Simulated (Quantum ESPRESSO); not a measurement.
**Au in Quantum ESPRESSO: the effect of functional**

The system is Au.

```
Au
1.0
     2.74841    0.00000    0.00000
     0.00000    2.74841    0.00000
     0.00000    0.00000    2.74841
Au
1
Direct
  0.50000 0.50000 0.50000
```

The cell was built by a generator and needn't be a form met in nature.

Alike in all runs:

| Property | Result |
| --- | --- |
| Program | Quantum ESPRESSO 7.5 |
| Task | phonons |
| Cutoff | 612 eV |
| Density cutoff | 4898 eV |
| k mesh | 8 × 8 × 8 |
| Occupations | cold, width 0.2 eV |
| Spin | no spin polarisation |

Each run relaxes the cell or the atoms first.

Question: One run gave: relaxed volume 21.49 Å³/atom; highest phonon frequency 139 cm⁻¹. Which functional did it use?
A. AM05
B. RPBE
C. PBEsol
D. PBE
E. vdW-DF-cx

Answer: B.

```csv
functional,potentials or basis,relaxed volume (Å³/atom),highest phonon frequency (cm⁻¹)
LDA,GBRV 1.5 LDA,19.00,172
PBE,GBRV 1.5 PBE,20.80,148
PBEsol,GBRV 1.5 PBEsol,19.61,163
AM05,GBRV 1.5 PBE,19.68,160
RPBE,GBRV 1.5 PBE,21.49,139
vdW-DF-cx,GBRV 1.5 PBE,19.79,165
```

Caveats: the mesh is thin for the phonons of a metal; some modes are imaginary; the potentials were made for another functional, which shifts forces and pressure (some runs).
